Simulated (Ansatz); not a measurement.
Runs of Ansatz 0.2.0 on Sn. The structure is cubic, space group Im-3m (No. 229). The conventional cell has a = 3.789 Å, b = 3.789 Å, c = 3.789 Å, α = 90.00°, β = 90.00°, γ = 90.00°. Around Sn (site symmetry m-3m) lie 8 Sn at 3.28 Å. This isn't the form of Sn at room conditions, which is tetragonal (white tin).

```tsv
level	cutoff (eV)	gap on the mesh (eV)	pressure (GPa)	relaxed volume (Å³/atom)
revPBE	420	none	0.0	28.22
PBE	420	none	0.0	27.58
PBEsol	420	none	0.0	(a)
RPBE	420	none	0.0	28.48
r2SCAN	500	none	0.0	(b)
LDA	420	none	0.0	25.33
BLYP	420	none	0.0	30.80
```

Alike in all rows: task relaxation of cell and atoms; potentials or basis Ansatz PAW; no spin polarisation; cell relaxed; k mesh 10 × 10 × 10; smearing fermi-dirac 0.05 eV.

Task: Estimate the missing entries.

Result: (a) 25.98; (b) 26.76.

Caveats: the plane-wave basis is chosen anew once the cell has moved, so the energies of steps on either side of that aren't comparable; the PAW data sets come from PBE, with cores solved anew for the run's functional, which leaves a small shift of forces and pressure (some runs).

A k mesh can miss the band edges, and the runs leave out spin-orbit coupling on Sn.

A gap of «none» marks a metal or a gap under the smearing width.
